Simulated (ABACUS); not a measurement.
The system is Ta.

```
Ta
1.0
    -1.65128    1.65128    1.65128
     1.65128   -1.65128    1.65128
     1.65128    1.65128   -1.65128
Ta
1
Direct
  0.00000 0.00000 0.00000
```

Base run:

- Program: ABACUS 3.10.1
- Functional: PBEsol
- Potentials or basis: PseudoDojo NC SR 0.4.1 PBEsol standard
- Cutoff: 789 eV
- Density cutoff: 3157 eV
- Basis: plane waves
- k mesh: 9 × 9 × 9
- Occupations: fermi-dirac, width 0.05 eV
- Spin: no spin polarisation

Its results: band gap on the k mesh none (metal or under the smearing width); pressure -3.7 GPa.

Problem. The run is repeated on the same cell with these changes: k mesh from 9 × 9 × 9 to 11 × 11 × 11; radial cutoff of the potentials (pseudo_rcut) from 10 bohr to 7 bohr. What comes out?

Solution. Band gap on the k mesh none (metal or under the smearing width); pressure -4.2 GPa.

Not every run made on this cell is shown here.
